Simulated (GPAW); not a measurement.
# CdSe (F-43m) in GPAW: a series of runs

The runs below take CdSe through relaxation of cell and atoms, single point, with PBEsol, RPBE, revPBE, PBE.

Everything below comes from runs of GPAW 26.7.0. Logs are shortened: lines on timing, memory, paths and dates and some standing lists are left out, and cuts for length are marked. The log counts tension as positive stress, the text compression.

## (1) The crystal as given

The structure is cubic, space group F-43m (No. 216). The conventional cell has a = 6.141 Å, b = 6.141 Å, c = 6.141 Å, α = 90.00°, β = 90.00°, γ = 90.00°. Around Cd (site symmetry -43m) lie 4 Se at 2.66 Å. Se (site symmetry -43m) is surrounded by 4 Cd at 2.66 Å.

Measurements of this composition are mostly on another form, of space group No. 186.

## (2) Relaxation of cell and atoms, PBEsol

run.py

```python
from ase import Atoms
from ase.filters import FrechetCellFilter
from ase.io import write
from ase.optimize import FIRE
from gpaw import GPAW, PW, setup_paths

setup_paths.insert(0, '.')

atoms = Atoms(['Cd', 'Se'],
              cell=[[0.0, 3.0702711986, 3.0702711986],
                    [3.0702711986, 0.0, 3.0702711986],
                    [3.0702711986, 3.0702711986, 0.0]],
              scaled_positions=[[0.0, 0.0, 0.0],
                                [0.25, 0.25, 0.25]],
              pbc=True)

calc = GPAW(mode=PW(600),
            xc='PBEsol',
            kpts={'size': (8, 8, 8), 'gamma': True},
            occupations={'name': 'fermi-dirac', 'width': 0.05},
            nbands=18,
            convergence={'density': 1e-05, 'forces': 0.0001},
            maxiter=150,
            txt='gpaw.txt')
atoms.calc = calc
opt = FIRE(FrechetCellFilter(atoms), trajectory='relax.traj', logfile='-')
done = opt.run(fmax=0.01, steps=100)
calc.write('gs.gpw')
write('result.traj', atoms)
print('Converged:', done)
print('Cell:', atoms.cell.cellpar().round(4))
print('Volume:', round(atoms.get_volume(), 4))
print(atoms.get_scaled_positions().round(5))
```

Potentials or basis: PAW data sets generated in the run's folder for this functional, pw.

Started as:

```console
gpaw-setup -f PBEsol Cd Se
OMP_NUM_THREADS=1 python run.py
```

gpaw.txt:

```text
__  _  _
 | _ |_)|_||  |
 |__||  | ||/\| - 26.7.0

Input parameters:
  mode=PW(ecut=600.0),
  convergence={'density': 1e-05, 'forces': 0.0001},
  kpts=MonkhorstPack(size=(8, 8, 8), gamma=True),
  maxiter=150,
  nbands=18,
  occupations=Occupations(name='fermi-dirac', width=0.05),
  xc=XC(name='PBEsol')

Diagonalizing LCAO Hamiltonian
Converting LCAO to pw mode

            Se

       Cd

Atoms  # Å, Bohr magnetons
|   | symbol |        x |        y |        z |    initial magnetic moments |
|---|--------|----------|----------|----------|-----------------------------|
| 0 |     Cd | 0.000000 | 0.000000 | 0.000000 | ( 0.0000,  0.0000,  0.0000) |
| 1 |     Se | 1.535136 | 1.535136 | 1.535136 | ( 0.0000,  0.0000,  0.0000) |

Unit cell  # Å
| periodic |        x |        y |        z |  lengths |    angles |
|----------|----------|----------|----------|----------|-----------|
|      yes | 0.000000 | 3.070271 | 3.070271 | 4.342019 | 60.000000 |
|      yes | 3.070271 | 0.000000 | 3.070271 | 4.342019 | 60.000000 |
|      yes | 3.070271 | 3.070271 | 0.000000 | 4.342019 | 60.000000 |
[... 217 lines left out ...]
Gap: 0.421 eV
Transition (v -> c):
  (s=0, k=0, n=8, [0.00, 0.00, 0.00]) -> (s=0, k=0, n=9, [0.00, 0.00, 0.00])
No difference between direct/indirect transitions

Stress tensor  # eV/Ang^3
|         x |        y |         z |
|-----------|----------|-----------|
|  0.009893 | 0.000000 | -0.000000 |
|  0.000000 | 0.009893 |  0.000000 |
| -0.000000 | 0.000000 |  0.009893 |

Forces  # eV/Ang
|       x |       y |        z |
|---------|---------|----------|
| 0.00000 | 0.00000 | -0.00000 |  # Cd   0
| 0.00000 | 0.00000 | -0.00000 |  # Se   1

Interpolating wave functions to new cell

            Se
[... 235 lines left out ...]
Stress tensor  # eV/Ang^3
|        x |        y |        z |
|----------|----------|----------|
| 0.008671 | 0.000000 | 0.000000 |
| 0.000000 | 0.008671 | 0.000000 |
| 0.000000 | 0.000000 | 0.008671 |

Forces  # eV/Ang
|       x |        y |       z |
|---------|----------|---------|
| 0.00000 |  0.00000 | 0.00000 |  # Cd   0
| 0.00000 | -0.00000 | 0.00000 |  # Se   1

Interpolating wave functions to new cell

            Se

       Cd

Atoms  # Å, Bohr magnetons
|   | symbol |        x |        y |         z |    initial magnetic moments |
|---|--------|----------|----------|-----------|-----------------------------|
| 0 |     Cd | 0.000000 | 0.000000 | -0.000000 | ( 0.0000,  0.0000,  0.0000) |
| 1 |     Se | 1.528835 | 1.528835 |  1.528835 | ( 0.0000,  0.0000,  0.0000) |

Unit cell  # Å
| periodic |        x |         y |        z |  lengths |    angles |
|----------|----------|-----------|----------|----------|-----------|
|      yes | 0.000000 |  3.057670 | 3.057670 | 4.324198 | 60.000000 |
|      yes | 3.057670 | -0.000000 | 3.057670 | 4.324198 | 60.000000 |
|      yes | 3.057670 |  3.057670 | 0.000000 | 4.324198 | 60.000000 |

Number of symmetries: 24
Symmetry operations  # r_c * U_cc + t_c -> r_c
|    | kind |            matrix            |
|----|------|------------------------------|
|  0 |  E   |  1, 0, 0,  0, 1, 0,  0, 0, 1 |
|  1 |  σ   |  1, 0, 0,  0, 0, 1,  0, 1, 0 |
|  2 |  σ   |  1, 0,-1,  0, 1,-1,  0, 0,-1 |
|  3 |  C3  |  1, 0,-1,  0, 0,-1,  0, 1,-1 |
|  4 |  C3  |  1,-1, 0,  0,-1, 1,  0,-1, 0 |
|  5 |  σ   |  1,-1, 0,  0,-1, 0,  0,-1, 1 |
|  6 |  σ   |  0, 1, 0,  1, 0, 0,  0, 0, 1 |
|  7 |  C3  |  0, 1, 0,  0, 0, 1,  1, 0, 0 |
|  8 |  C2  |  0, 1,-1,  1, 0,-1,  0, 0,-1 |
[... 226 lines left out ...]
Atoms  # Å, Bohr magnetons
|   | symbol |        x |        y |         z |    initial magnetic moments |
|---|--------|----------|----------|-----------|-----------------------------|
| 0 |     Cd | 0.000000 | 0.000000 | -0.000000 | ( 0.0000,  0.0000,  0.0000) |
| 1 |     Se | 1.523367 | 1.523367 |  1.523367 | ( 0.0000,  0.0000,  0.0000) |

Unit cell  # Å
| periodic |         x |         y |         z |  lengths |    angles |
|----------|-----------|-----------|-----------|----------|-----------|
|      yes | -0.000000 |  3.046735 |  3.046735 | 4.308734 | 60.000000 |
[... 752 lines left out ...]
|      yes | -0.000000 |  3.034830 | 3.034830 | 4.291898 | 60.000000 |
|      yes |  3.034830 | -0.000000 | 3.034830 | 4.291898 | 60.000000 |
|      yes |  3.034830 |  3.034830 | 0.000000 | 4.291898 | 60.000000 |

Number of symmetries: 24
Symmetry operations  # r_c * U_cc + t_c -> r_c
|    | kind |            matrix            |
|----|------|------------------------------|
|  0 |  E   |  1, 0, 0,  0, 1, 0,  0, 0, 1 |
|  1 |  σ   |  1, 0, 0,  0, 0, 1,  0, 1, 0 |
|  2 |  σ   |  1, 0,-1,  0, 1,-1,  0, 0,-1 |
|  3 |  C3  |  1, 0,-1,  0, 0,-1,  0, 1,-1 |
|  4 |  C3  |  1,-1, 0,  0,-1, 1,  0,-1, 0 |
|  5 |  σ   |  1,-1, 0,  0,-1, 0,  0,-1, 1 |
|  6 |  σ   |  0, 1, 0,  1, 0, 0,  0, 0, 1 |
|  7 |  C3  |  0, 1, 0,  0, 0, 1,  1, 0, 0 |
|  8 |  C2  |  0, 1,-1,  1, 0,-1,  0, 0,-1 |
[... 205 lines left out ...]
Stress tensor  # eV/Ang^3
|         x |         y |         z |
|-----------|-----------|-----------|
| -0.000803 |  0.000000 | -0.000000 |
|  0.000000 | -0.000803 | -0.000000 |
| -0.000000 | -0.000000 | -0.000803 |

Forces  # eV/Ang
|       x |        y |        z |
|---------|----------|----------|
| 0.00000 |  0.00000 | -0.00000 |  # Cd   0
| 0.00000 | -0.00000 |  0.00000 |  # Se   1

Interpolating wave functions to new cell

            Se
[... 234 lines left out ...]
Stress tensor  # eV/Ang^3
|         x |         y |         z |
|-----------|-----------|-----------|
| -0.000714 |  0.000000 |  0.000000 |
|  0.000000 | -0.000714 |  0.000000 |
|  0.000000 |  0.000000 | -0.000714 |

Forces  # eV/Ang
|        x |        y |       z |
|----------|----------|---------|
| -0.00000 | -0.00000 | 0.00000 |  # Cd   0
| -0.00000 |  0.00000 | 0.00000 |  # Se   1

Interpolating wave functions to new cell

            Se

       Cd

Atoms  # Å, Bohr magnetons
|   | symbol |        x |         y |         z |    initial magnetic moments |
|---|--------|----------|-----------|-----------|-----------------------------|
| 0 |     Cd | 0.000000 | -0.000000 | -0.000000 | ( 0.0000,  0.0000,  0.0000) |
| 1 |     Se | 1.517725 |  1.517725 |  1.517725 | ( 0.0000,  0.0000,  0.0000) |

Unit cell  # Å
| periodic |         x |        y |        z |  lengths |    angles |
|----------|-----------|----------|----------|----------|-----------|
|      yes | -0.000000 | 3.035449 | 3.035449 | 4.292774 | 60.000000 |
|      yes |  3.035449 | 0.000000 | 3.035449 | 4.292774 | 60.000000 |
|      yes |  3.035449 | 3.035449 | 0.000000 | 4.292774 | 60.000000 |

Number of symmetries: 24
Symmetry operations  # r_c * U_cc + t_c -> r_c
|    | kind |            matrix            |
|----|------|------------------------------|
|  0 |  E   |  1, 0, 0,  0, 1, 0,  0, 0, 1 |
|  1 |  σ   |  1, 0, 0,  0, 0, 1,  0, 1, 0 |
|  2 |  σ   |  1, 0,-1,  0, 1,-1,  0, 0,-1 |
|  3 |  C3  |  1, 0,-1,  0, 0,-1,  0, 1,-1 |
|  4 |  C3  |  1,-1, 0,  0,-1, 1,  0,-1, 0 |
|  5 |  σ   |  1,-1, 0,  0,-1, 0,  0,-1, 1 |
|  6 |  σ   |  0, 1, 0,  1, 0, 0,  0, 0, 1 |
|  7 |  C3  |  0, 1, 0,  0, 0, 1,  1, 0, 0 |
|  8 |  C2  |  0, 1,-1,  1, 0,-1,  0, 0,-1 |
[... 205 lines left out ...]
Stress tensor  # eV/Ang^3
|         x |         y |         z |
|-----------|-----------|-----------|
| -0.000598 | -0.000000 |  0.000000 |
| -0.000000 | -0.000598 | -0.000000 |
|  0.000000 | -0.000000 | -0.000598 |

Forces  # eV/Ang
|       x |       y |        z |
|---------|---------|----------|
| 0.00000 | 0.00000 |  0.00000 |  # Cd   0
| 0.00000 | 0.00000 | -0.00000 |  # Se   1

Interpolating wave functions to new cell

            Se

       Cd

Atoms  # Å, Bohr magnetons
|   | symbol |        x |         y |         z |    initial magnetic moments |
|---|--------|----------|-----------|-----------|-----------------------------|
| 0 |     Cd | 0.000000 | -0.000000 | -0.000000 | ( 0.0000,  0.0000,  0.0000) |
| 1 |     Se | 1.517930 |  1.517930 |  1.517930 | ( 0.0000,  0.0000,  0.0000) |

Unit cell  # Å
| periodic |         x |        y |        z |  lengths |    angles |
|----------|-----------|----------|----------|----------|-----------|
|      yes | -0.000000 | 3.035860 | 3.035860 | 4.293355 | 60.000000 |
|      yes |  3.035860 | 0.000000 | 3.035860 | 4.293355 | 60.000000 |
|      yes |  3.035860 | 3.035860 | 0.000000 | 4.293355 | 60.000000 |

Number of symmetries: 24
Symmetry operations  # r_c * U_cc + t_c -> r_c
|    | kind |            matrix            |
|----|------|------------------------------|
|  0 |  E   |  1, 0, 0,  0, 1, 0,  0, 0, 1 |
|  1 |  σ   |  1, 0, 0,  0, 0, 1,  0, 1, 0 |
|  2 |  σ   |  1, 0,-1,  0, 1,-1,  0, 0,-1 |
|  3 |  C3  |  1, 0,-1,  0, 0,-1,  0, 1,-1 |
|  4 |  C3  |  1,-1, 0,  0,-1, 1,  0,-1, 0 |
|  5 |  σ   |  1,-1, 0,  0,-1, 0,  0,-1, 1 |
|  6 |  σ   |  0, 1, 0,  1, 0, 0,  0, 0, 1 |
|  7 |  C3  |  0, 1, 0,  0, 0, 1,  1, 0, 0 |
|  8 |  C2  |  0, 1,-1,  1, 0,-1,  0, 0,-1 |
[... 205 lines left out ...]
Stress tensor  # eV/Ang^3
|         x |         y |         z |
|-----------|-----------|-----------|
| -0.000464 | -0.000000 | -0.000000 |
| -0.000000 | -0.000464 | -0.000000 |
| -0.000000 | -0.000000 | -0.000464 |

Forces  # eV/Ang
|        x |       y |        z |
|----------|---------|----------|
|  0.00000 | 0.00000 |  0.00000 |  # Cd   0
| -0.00000 | 0.00000 | -0.00000 |  # Se   1

Interpolating wave functions to new cell

            Se

       Cd

Atoms  # Å, Bohr magnetons
|   | symbol |        x |         y |         z |    initial magnetic moments |
|---|--------|----------|-----------|-----------|-----------------------------|
| 0 |     Cd | 0.000000 | -0.000000 | -0.000000 | ( 0.0000,  0.0000,  0.0000) |
| 1 |     Se | 1.518160 |  1.518160 |  1.518160 | ( 0.0000,  0.0000,  0.0000) |

Unit cell  # Å
| periodic |         x |         y |         z |  lengths |    angles |
|----------|-----------|-----------|-----------|----------|-----------|
|      yes | -0.000000 |  3.036321 |  3.036321 | 4.294006 | 60.000000 |
|      yes |  3.036321 | -0.000000 |  3.036321 | 4.294006 | 60.000000 |
|      yes |  3.036321 |  3.036321 | -0.000000 | 4.294006 | 60.000000 |

Number of symmetries: 24
Symmetry operations  # r_c * U_cc + t_c -> r_c
|    | kind |            matrix            |
|----|------|------------------------------|
|  0 |  E   |  1, 0, 0,  0, 1, 0,  0, 0, 1 |
|  1 |  σ   |  1, 0, 0,  0, 0, 1,  0, 1, 0 |
|  2 |  σ   |  1, 0,-1,  0, 1,-1,  0, 0,-1 |
|  3 |  C3  |  1, 0,-1,  0, 0,-1,  0, 1,-1 |
|  4 |  C3  |  1,-1, 0,  0,-1, 1,  0,-1, 0 |
|  5 |  σ   |  1,-1, 0,  0,-1, 0,  0,-1, 1 |
|  6 |  σ   |  0, 1, 0,  1, 0, 0,  0, 0, 1 |
|  7 |  C3  |  0, 1, 0,  0, 0, 1,  1, 0, 0 |
|  8 |  C2  |  0, 1,-1,  1, 0,-1,  0, 0,-1 |
[... 212 lines left out ...]
Forces  # eV/Ang
|        x |        y |        z |
|----------|----------|----------|
|  0.00000 |  0.00000 |  0.00000 |  # Cd   0
| -0.00000 | -0.00000 | -0.00000 |  # Se   1

# Writing to gs.gpw (mode='')
```

Run time: 2.2 min. Hardware: 1 thread of Arm Neoverse V1, shared host; peak memory 0.26 GiB.

Results:

```yaml
Free_energy: -6.3779 eV
Relaxed_volume: 27.99 Å³/atom
Relaxed_cell: a = 4.294 Å, b = 4.294 Å, c = 4.294 Å, α = 60.00°, β = 60.00°, γ = 60.00°
Space_group_after_relaxing_to_0.05_Å: F-43m (No. 216)
Energy_gained_by_relaxing: 4.6 meV/atom
Ionic_steps: 11
Pressure_after_relaxing: 0.1 GPa
Band_gap_on_the_k_mesh: 0.48 eV, direct
```

Step by step:
| step | energy change (eV) | largest force (eV/Å) | pressure (GPa) | volume (Å³) |
| --- | --- | --- | --- | --- |
| 1 | 0.0000 | 0.0000 | -1.59 | 57.88 |
| 2 | -0.0023 | 0.0000 | -1.39 | 57.64 |
| 3 | -0.0057 | 0.0000 | -1.01 | 57.17 |
| 4 | -0.0085 | 0.0000 | -0.48 | 56.56 |
| 5 | -0.0092 | 0.0000 | 0.14 | 55.89 |
| 6 | -0.0092 | 0.0000 | 0.14 | 55.89 |
| 7 | -0.0092 | 0.0000 | 0.13 | 55.90 |
| 8 | -0.0092 | 0.0000 | 0.11 | 55.92 |
| 9 | -0.0092 | 0.0000 | 0.10 | 55.94 |
| 10 | -0.0093 | 0.0000 | 0.07 | 55.96 |
| 11 | -0.0093 | 0.0000 | 0.05 | 55.99 |

Final structure:
```yaml
crystal:
  lattice:
    - [0.00000, 3.03632, 3.03632]
    - [3.03632, 0.00000, 3.03632]
    - [3.03632, 3.03632, 0.00000]
  atoms:
    - { symbol: Cd, position: [0.00000, 0.00000, 0.00000] }
    - { symbol: Se, position: [0.25000, 0.25000, 0.25000] }
```

Levels at points of the mesh, in eV from the valence-band top:
```csv
k point,band 6,band 7,band 8,band 9,band 10,band 11,band 12,band 13
"(0.00, 0.00, 0.00)",-7.50,0.00,0.00,0.00,0.48,5.84,5.84,5.84
"(0.50, 0.50, 0.00)",-7.14,-4.15,-1.91,-1.91,2.99,3.69,8.96,10.14
"(0.50, 0.50, 0.50)",-7.20,-4.48,-0.77,-0.77,2.29,6.36,6.36,7.27
```

Caveat: later steps reuse the first step's grids.

## (3) Relaxation of cell and atoms, RPBE, target pressure 20 GPa, at which the enthalpy is minimised

run.py, as its differences from that of step 2:

```diff
@@ -4,5 +4,4 @@
 from ase.optimize import FIRE
-from gpaw import GPAW, PW, setup_paths
-
-setup_paths.insert(0, '.')
+from ase.units import GPa
+from gpaw import GPAW, PW
 
@@ -17,3 +16,3 @@
 calc = GPAW(mode=PW(600),
-            xc='PBEsol',
+            xc='RPBE',
             kpts={'size': (8, 8, 8), 'gamma': True},
@@ -25,4 +24,4 @@
 atoms.calc = calc
-opt = FIRE(FrechetCellFilter(atoms), trajectory='relax.traj', logfile='-')
-done = opt.run(fmax=0.01, steps=100)
+opt = FIRE(FrechetCellFilter(atoms, scalar_pressure=20 * GPa), trajectory='relax.traj', logfile='-')
+done = opt.run(fmax=0.02, steps=40)
 calc.write('gs.gpw')
```

Potentials or basis: the program's PAW data sets (release 1.2.1) made for this functional, pw.

Started as:

```console
OMP_NUM_THREADS=1 python run.py
```

It took 4 min on 1 thread of Arm Neoverse V1, shared host; peak memory 0.3 GiB.

The run converged. Its results:

* Free energy: -4.3729 eV
* Relaxed volume: 23.63 Å³/atom
* Relaxed cell: a = 4.058 Å, b = 4.058 Å, c = 4.058 Å, α = 60.00°, β = 60.00°, γ = 60.00°
* Space group after relaxing (to 0.05 Å): F-43m (No. 216)
* Energy change on relaxing (the enthalpy is what falls): +332.0 meV/atom
* Ionic steps: 19
* Pressure after relaxing: 19.9 GPa
* Band gap on the k mesh: 1.11 eV, direct

The path:
| step | energy change (eV) | largest force (eV/Å) | pressure (GPa) | volume (Å³) |
| --- | --- | --- | --- | --- |
| 1 | 0.0000 | 0.0000 | 2.98 | 57.88 |
| 2 | 0.0699 | 0.0000 | 5.69 | 55.28 |
| 3 | 0.3093 | 0.0000 | 12.12 | 50.87 |
| 4 | 0.8434 | 0.0000 | 23.51 | 45.94 |
| 5 | 0.8307 | 0.0000 | 23.25 | 46.02 |
| 6 | 0.8066 | 0.0000 | 22.77 | 46.19 |
| 7 | 0.7733 | 0.0000 | 22.10 | 46.43 |
| 8 | 0.7336 | 0.0000 | 21.29 | 46.72 |
| 9 | 0.6910 | 0.0000 | 20.42 | 47.05 |
| 10 | 0.6485 | 0.0000 | 19.55 | 47.39 |
| 11 | 0.6488 | 0.0000 | 19.55 | 47.39 |
| 12 | 0.6496 | 0.0000 | 19.57 | 47.38 |
| 13 | 0.6506 | 0.0000 | 19.59 | 47.37 |
| 14 | 0.6520 | 0.0000 | 19.62 | 47.36 |
| 15 | 0.6537 | 0.0000 | 19.66 | 47.35 |
| 16 | 0.6557 | 0.0000 | 19.70 | 47.33 |
| 17 | 0.6579 | 0.0000 | 19.74 | 47.31 |
| 18 | 0.6607 | 0.0000 | 19.80 | 47.29 |
| 19 | 0.6639 | 0.0000 | 19.87 | 47.26 |

Final structure:
```cif
data_structure
_symmetry_space_group_name_H-M 'P 1'
_symmetry_Int_Tables_number 1
_cell_length_a 4.0584
_cell_length_b 4.0584
_cell_length_c 4.0584
_cell_angle_alpha 60.000
_cell_angle_beta 60.000
_cell_angle_gamma 60.000
_cell_volume 47.26
loop_
_atom_site_label
_atom_site_type_symbol
_atom_site_fract_x
_atom_site_fract_y
_atom_site_fract_z
_atom_site_occupancy
Cd1 Cd 0.00000 0.00000 0.00000 1
Se1 Se 0.25000 0.25000 0.25000 1
```

Levels at points of the mesh, in eV from the valence-band top:
| k point | band 6 | band 7 | band 8 | band 9 | band 10 | band 11 | band 12 | band 13 |
| --- | --- | --- | --- | --- | --- | --- | --- | --- |
| (0.00, 0.00, 0.00) | -8.08 | 0.00 | 0.00 | 0.00 | 1.11 | 5.91 | 5.91 | 5.91 |
| (0.50, 0.50, 0.00) | -7.53 | -4.91 | -2.54 | -2.54 | 2.91 | 3.92 | 10.15 | 11.35 |
| (0.50, 0.50, 0.50) | -7.62 | -5.51 | -1.04 | -1.04 | 2.69 | 6.48 | 6.48 | 7.96 |

Caveat: later steps reuse the first step's grids; the volume moved by over 15 % at a fixed basis, so the end points are rough. As with any semilocal functional, this RPBE gap is likely too small.

[end of part 1 of 2]
